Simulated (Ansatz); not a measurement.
Co: enthalpy against pressure

Co, P6_3/mmc, a = 2.455 Å, c = 7.965 Å. Ansatz: PBEsol, PAW, 420 eV, Γ-centred 18×18×6 mesh on 4 atoms, Gaussian smearing 0.10 eV; collinear spin, largest moment 1.7 μB. Cell and atoms are relaxed at each pressure, and no other structure is tried, so the rows at high pressure may lie past a change of phase. y is the enthalpy over the state at zero pressure; there V0 = 10.395 Å³/atom. The pressures are the targets, met within 0.05 GPa.

| P (GPa) | y (eV/atom) |
| --- | --- |
| -3.0 | -0.1958 |
| 0.0 | 0.0000 |
| 3.0 | 0.1934 |
| 8.0 | 0.5110 |
| 15.0 | ? |
| 30.0 | 1.8487 |
| 60.0 | 3.5538 |

Problem. Fit y = c1 P + c2 P² + c3 P³ to the other rows, say what c1 and c2 mean, and predict the missing value.

Solution. Least squares on the rows shown. y = 0.064827 P − 0.00012036 P² + 4.5122×10⁻⁷ P³. Since dH/dP = V, c1 is V0: 0.064827 eV/GPa × 160.2 = 10.385 Å³ against 10.395; c2 = −V0/(2B0) gives B0 = 269 GPa, where a Birch–Murnaghan fit to the volumes of the same runs (not shown) gives 246 GPa: a cubic over this range folds the higher terms into c2. At P = 15.0 the fit asked for gives 0.9468 eV/atom. The run gave 0.9464 eV/atom, so the fit is 0.0004 eV/atom too high, a small miss on the scale of the series.

The mesh isn't the same in all rows (18×18×6, 24×24×6).